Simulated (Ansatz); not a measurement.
## Cr: course of a relaxation

Computed with DFT PBEsol, scalar-relativistic, plane waves, PAW in Ansatz. Run with 420 eV cutoff, 20×20×20 k-mesh, Gaussian smearing of 0.10 eV, no spin polarisation.

What was changed: relaxed at 25 GPa.

Other phases may be more stable at this pressure.

Command:

```bash
ansatz run input.yaml --threads 1 --pin off --max-ram 2560MiB --backend cpu --events-out ev --progress --plain --runs-dir out
```

Input:

```yaml
crystal:
  lattice:
    - [-1.3713583084, 1.3713583084, 1.3713583084]
    - [1.3713583084, -1.3713583084, 1.3713583084]
    - [1.3713583084, 1.3713583084, -1.3713583084]
  atoms:
    - { symbol: Cr, position: [0.0, 0.0, 0.0] }
basis:
  ecutwfc: 420
kpoints:
  mp_grid: { grid: [20, 20, 20] }
hamiltonian:
  xc: pbesol
scf:
  occupations: { method: gaussian, width: 0.1 }
output:
  forces: true
  stress: true
  eigenvalues: true
relax:
  adjacent_minimum: "off"
  f_tol: 0.008
  max_steps: 50
  cell: { stress_tol: 0.08, p_target: 25.0 }
```

F is the free energy. Steps run on the plane waves of an earlier cell, but the last one, and at times one on the way, on a freshly chosen basis, so a repeated geometry can differ a little in energy. The relaxation lowers the enthalpy F + PV at the target pressure, so F itself can rise.

Steps:

```tsv
step	F − F(1) (eV)	largest force component (eV/Å)	V (Å³/atom)	P (GPa)
1	0.0000	0.000	10.316	25.64
2	-0.0022	0.000	10.330	25.13
3	-0.0027	0.000	10.333	25.00
4	-0.0027	0.000	10.333	25.01
```

Relaxed structure:

```yaml
crystal:
  lattice:
    - [-1.37211, 1.37211, 1.37211]
    - [1.37211, -1.37211, 1.37211]
    - [1.37211, 1.37211, -1.37211]
  atoms:
    - { symbol: Cr, position: [0.00000, 0.00000, 0.00000] }
```

The structure is cubic, space group Im-3m (No. 229). The conventional cell has a = 2.744 Å, b = 2.744 Å, c = 2.744 Å, α = 90.00°, β = 90.00°, γ = 90.00°. Cr (site symmetry m-3m) is surrounded by 8 Cr at 2.38 Å.

The run converged. The run took 9.8 s on 1 thread of Arm Neoverse V1, with other jobs on the host, peak memory 0.3 GiB.